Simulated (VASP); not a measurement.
# MgS (Imm2) in VASP: notebook, part 2 of 2

VASP 6.6.1. The steps go on from the part before.

**4. Single point, LDA**

Input file INCAR:

```
SYSTEM = MgS
PREC = Accurate ; ENCUT = 520
EDIFF = 1E-7 ; ISMEAR = 0
SIGMA = 0.1 ; LREAL = .False.
LASPH = .True. ; NELM = 100
ALGO = Normal ; ISIF = 2
LWAVE = .False. ; LCHARG = .True.
LELF = .True. ; LVHAR = .True.
NBANDS = 16
```

Input file KPOINTS:

```
Automatic mesh
0
Gamma
  4 4 6
  0 0 0
```

Input file POSCAR:

```
MgS
1.0
    4.1516110704      0.0000000000      0.0000000000
    0.0000000000      5.8712647485      0.0000000000
    0.0000000000      0.0000000000      3.8052696148
Mg S
2 2
Direct
    0.0000000000      0.0000000000      0.0000000000
    0.5000000000      0.5000000000      0.4999970000
    0.5000000000      0.2500000000      0.0000000000
    0.0000000000      0.7500000000      0.4999970000
```

Potentials or basis: VASP PAW LDA potentials, release 64 (Mg, S).

Started as:

```
> cat potpaw_LDA.64/Mg/POTCAR potpaw_LDA.64/S/POTCAR > POTCAR
> mpirun -np 1 vasp_std > vasp.out
```

OUTCAR:

```text
SYSTEM = MgS
   PREC = Accurate
   ENCUT = 520
   EDIFF = 1E-7
   ISMEAR = 0
   LREAL = .False.
   LASPH = .True.
   NELM = 100
   ISIF = 2

 ion  position               nearest neighbor table
   1  0.000  0.000  0.000-   4 2.40   4 2.40   3 2.54   3 2.54
   2  0.500  0.500  0.500-   3 2.40   3 2.40   4 2.54   4 2.54
   3  0.500  0.250  0.000-   2 2.40   2 2.40   1 2.54   1 2.54
   4  0.000  0.750  0.500-   1 2.40   1 2.40   2 2.54   2 2.54

  LATTYP: Found a simple orthorhombic cell.
 ALAT       =     3.8052696148
 B/A-ratio  =     1.0910162723
 C/A-ratio  =     1.5429300267

  Lattice vectors:

 A1 = (   0.0000000000,   0.0000000000,   3.8052696148)
 A2 = (   4.1516110704,   0.0000000000,   0.0000000000)
 A3 = (   0.0000000000,   5.8712647485,   0.0000000000)

Analysis of symmetry for initial positions (statically):
=====================================================================
 Subroutine PRICEL returns following result:

  LATTYP: Found a body centered orthorhombic cell.
 ALAT       =     3.8052696148
 B/A-ratio  =     1.0910162724
 C/A-ratio  =     1.5429300267

  Lattice vectors:
[... 193 lines left out ...]
 cond. band min:       3.7791297413   @ k =   0.0000   0.0000   0.0000
 fundamental gap:      2.7916526036
 Fermi energy:         1.4098724937

 k-point     1 :       0.0000    0.0000    0.0000
  band No.  band energies     occupation
      1     -10.4067      2.00000
      2      -9.5759      2.00000
      3      -2.1957      2.00000
      4      -0.4072      2.00000
      5       0.1862      2.00000
      6       0.6610      2.00000
[... 433 lines left out ...]
      3      -1.7395      2.00000
      4      -1.7395      2.00000
      5      -0.8145      2.00000
      6      -0.8145      2.00000
[... 8 lines left out ...]
     15      10.8972      0.00000
     16      10.8972      0.00000

 [... further k-points ...]

------------------------ aborting loop because EDIFF is reached ----------------------------------------

  FORCE on cell =-STRESS in cart. coord.  units (eV):
  Direction    XX          YY          ZZ          XY          YZ          ZX
  --------------------------------------------------------------------------------------
  -------------------------------------------------------------------------------------
  Total       -3.9092142     -2.2942709      0.7879910      0.0000000      0.0000000      0.0000000
  in kB      -67.5252633    -39.6297668     13.6112516      0.0000000      0.0000000      0.0000000
  external PRESSURE =     -31.1812595 kB  Pullay stress =       0.0000000 kB

 VOLUME and BASIS-vectors are now :
 -----------------------------------------------------------------------------
  energy-cutoff  :      520.00
  volume of cell :       92.75
      direct lattice vectors                 reciprocal lattice vectors
     4.151611070  0.000000000  0.000000000     0.240870347  0.000000000  0.000000000
     0.000000000  5.871264748  0.000000000     0.000000000  0.170321054  0.000000000
     0.000000000  0.000000000  3.805269615     0.000000000  0.000000000  0.262793468

 POSITION                                       TOTAL-FORCE (eV/Angst)
 -----------------------------------------------------------------------------------
      0.00000      0.00000      0.00000         0.000000      0.424800      0.000000
      2.07581      2.93563      1.90262         0.000000      0.424800      0.000000
      2.07581      1.46782      0.00000        -0.000000     -0.424800      0.000000
      0.00000      4.40345      1.90262         0.000000     -0.424800      0.000000
 -----------------------------------------------------------------------------------
    total drift:                                0.000000      0.000472      0.006345

  FREE ENERGIE OF THE ION-ELECTRON SYSTEM (eV)
  ---------------------------------------------------
  free  energy   TOTEN  =       -18.6058882920 eV

  energy  without entropy=      -18.6058882920  energy(sigma->0) =      -18.60588829
```

OSZICAR:

```text
N       E                     dE             d eps       ncg     rms          rms(c)
DAV:   1     0.606953982587E+02    0.60695E+02   -0.61574E+03  1152   0.809E+02
DAV:   2    -0.136239527574E+02   -0.74319E+02   -0.67898E+02  1632   0.135E+02
DAV:   3    -0.196977955083E+02   -0.60738E+01   -0.60498E+01  1552   0.422E+01
DAV:   4    -0.197725562563E+02   -0.74761E-01   -0.74748E-01  1416   0.572E+00
DAV:   5    -0.197739332872E+02   -0.13770E-02   -0.13770E-02  1544   0.789E-01    0.570E+00
DAV:   6    -0.187218205552E+02    0.10521E+01   -0.15657E+00  1224   0.572E+00    0.420E+00
DAV:   7    -0.186170315538E+02    0.10479E+00   -0.31039E-01  1376   0.259E+00    0.300E+00
DAV:   8    -0.186093665219E+02    0.76650E-02   -0.39187E-02  1304   0.110E+00    0.182E+00
DAV:   9    -0.186058378730E+02    0.35286E-02   -0.65625E-03  1288   0.445E-01    0.421E-01
DAV:  10    -0.186058731604E+02   -0.35287E-04   -0.33103E-04  1560   0.896E-02    0.162E-01
DAV:  11    -0.186058874554E+02   -0.14295E-04   -0.63127E-05  1312   0.394E-02    0.292E-02
DAV:  12    -0.186058879209E+02   -0.46559E-06   -0.42641E-06  1384   0.122E-02    0.165E-02
DAV:  13    -0.186058881988E+02   -0.27788E-06   -0.70946E-07  1456   0.447E-03    0.701E-03
DAV:  14    -0.186058883204E+02   -0.12157E-06   -0.83399E-08   992   0.164E-03    0.878E-03
DAV:  15    -0.186058882920E+02    0.28370E-07   -0.52911E-08   744   0.120E-03
   1 F= -.18605888E+02 E0= -.18605888E+02  d E =-.108797E-10
```

stdout:

```text
POSCAR found type information on POSCAR MgS
 POSCAR found :  2 types and       4 ions
 scaLAPACK will be used
 LDA part: xc-table for (Slater(with rela. corr.)+CA(PZ))
 , standard interpolation
 POSCAR, INCAR and KPOINTS ok, starting setup
 FFT: planning ... GRIDC
 FFT: planning ... GRID_SOFT
 FFT: planning ... GRID
 WAVECAR not read
 entering main loop
```

It took 58 s on 1 thread of AMD EPYC 7R13 (Zen 3), shared host; peak memory 0.16 GiB.

What came out:

- Free energy: -18.6059 eV
- Pressure: -3.1 GPa
- Largest force: 0.425 eV/Å
- Band gap on the k mesh: 2.79 eV

Forces on the atoms (eV/Å):
```
Mg   0.000  0.425  0.000
Mg   0.000  0.425  0.000
S    0.000 -0.425  0.000
S    0.000 -0.425  0.000
```

**5. Summary**

| cell | k mesh | smearing | gap on the mesh (eV) | pressure (GPa) | largest force (eV/Å) |
| --- | --- | --- | --- | --- | --- |
| Imm2, 23.18 Å³/atom | 6 × 4 × 6 | gaussian 0.02 eV | 2.66 | -3.6 | - |
| Imm2, 23.19 Å³/atom | 6 × 4 × 6 | gaussian 0.02 eV | 2.79 | -3.1 | 0.42 |
| Imm2, 23.19 Å³/atom | 4 × 4 × 6 | gaussian 0.1 eV | 2.79 | -3.1 | 0.42 |

Alike in all rows: task single point; level LDA; potentials or basis VASP PAW LDA potentials, release 64 (Mg, S); no spin polarisation; cutoff (eV) 520.

On the cell as given the gap runs from 2.66 eV (LDA) to 2.79 eV (LDA); the meshes differ, which moves gaps too.

Absolute energies hang on the potentials; compare differences alone.
